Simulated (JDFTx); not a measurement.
BN: equation of state with PBEsol

**Experimental background.**

“Effect of nanostructuration on compressibility of cubic BN”, 2012, arxiv:1208.3664 quotes, for a bulk crystal of BN at 300 K: bulk modulus 395 ± 2 GPa.

BN:

```
N B
1.0
     0.00000    1.81300    1.81300
     1.81300    0.00000    1.81300
     1.81300    1.81300    0.00000
N B
1 1
Direct
  0.25000 0.25000 0.25000
  0.00000 0.00000 0.00000
```

The cell is a database's computed one.

| Item | Value |
| --- | --- |
| Program | JDFTx 1.7.0 (patched build) |
| Task | equation of state |
| Functional | PBEsol |
| Potentials or basis | PseudoDojo-SR-PBEsol-0.4.1-standard with smoothed tails |
| Cutoff | 1143 eV |
| Density cutoff | 9143 eV |
| k mesh | 13 × 13 × 13 |
| Occupations | fermi-dirac, width 0.05 eV |
| Spin | no spin polarisation |

```
Equilibrium volume                      : 5.87 Å³/atom
Bulk modulus                            : 385 GPa
Pressure derivative of the bulk modulus : 3.7
```

Energy against volume, from the lowest point:
```tsv
volume (Å³/atom)	energy (meV/atom)
5.602	15.56
5.721	4.51
5.840	0.00
5.959	1.45
6.078	8.33
6.198	20.13
6.317	36.43
```

Measured bulk modulus of BN: 395 GPa (300 K; quoted in “Effect of nanostructuration on compressibility of cubic BN”, 2012, arxiv:1208.3664). This calculation gives 385 GPa (-2.5 %). The fit is for a static lattice scaled at fixed shape and fixed fractional positions.
